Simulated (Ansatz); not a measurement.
# CoPtO2: the cost of one run

Computed with Ansatz 0.2.0 (DFT PBEsol, scalar-relativistic, plane waves, PAW, unless a step's input says otherwise).

1 further run of the same task is left out (set aside as unsound or not needed).

## (1) The structure to begin with

It takes space group R-3m (No. 166, trigonal). The conventional cell has a = 2.810 Å, b = 2.810 Å, c = 17.697 Å, α = 90.00°, β = 90.00°, γ = 120.00°. Around Co (site symmetry -3m) lie 6 O at 1.89 Å. Around Pt (site symmetry -3m) lie 2 O at 1.99 Å. Around O (site symmetry 3m) lie 3 Co at 1.89 Å and 1 Pt at 1.99 Å.

Coordinates:

```
CELL_PARAMETERS angstrom
1.40509 0.81123 5.89887
-1.40509 0.81123 5.89887
0.00000 -1.62246 5.89887
ATOMIC_POSITIONS crystal
Co 0.50000 0.50000 0.50000
Pt 0.00000 0.00000 0.00000
O 0.88776 0.88776 0.88776
O 0.11224 0.11224 0.11224
```

It goes back to an entry of the Materials Project.

This cell was relaxed beforehand with the same method: volume 10.09 Å³/atom, gap on the mesh none (metal).

## (2) Electronic structure at the relaxed geometry

The input, input.yaml:

```yaml
crystal:
  lattice:
    - [1.4050915611, 0.8112299911, 5.8988731694]
    - [-1.4050915611, 0.8112299911, 5.8988731694]
    - [0.0, -1.6224599821, 5.8988731694]
  atoms:
    - { symbol: Co, position: [0.5, 0.5, 0.5] }
    - { symbol: Pt, position: [0.0, 0.0, 0.0] }
    - { symbol: O, position: [0.8877632707, 0.8877632707, 0.8877632707] }
    - { symbol: O, position: [0.1122367293, 0.1122367293, 0.1122367293] }
basis:
  ecutwfc: 420
kpoints:
  mp_grid: { grid: [18, 18, 18] }
  band_path:
    path:
      - [[0.0, 0.0, 0.0], [0.5, 0.5, 0.5], [0.82072497, 0.17927503, 0.5]]
      - [[0.5, -0.17927503, 0.17927503], [0.5, 0.0, 0.0], [0.0, 0.0, 0.0], [0.33963751, -0.33963751, 0.0]]
      - [[0.66036249, 0.0, 0.33963751], [0.5, 0.0, 0.5], [0.0, 0.0, 0.0]]
    npoints: 14
hamiltonian:
  xc: pbesol
scf:
  occupations: { method: gaussian, width: 0.1 }
  n_extra_bands: 10
output:
  forces: true
  stress: true
  eigenvalues: true
  populations: true
  dos: { projected: true, de: 0.02, nscf_kmesh: { grid: [27, 27, 27] } }
  bader: true
  write_density: true
  write_potential: true
  elf: true
  volumetric_format: npy
```

The run is started by

```
> ansatz run input.yaml --threads 1 --pin off --max-ram 2560MiB --backend cpu --events-out ev --progress --plain --runs-dir out
```

**Question.** How long does this run take on 1 thread of Arm Neoverse V2, shared host, and how much memory does it need?

About 2.9 min, with a peak of 1.5 GiB.
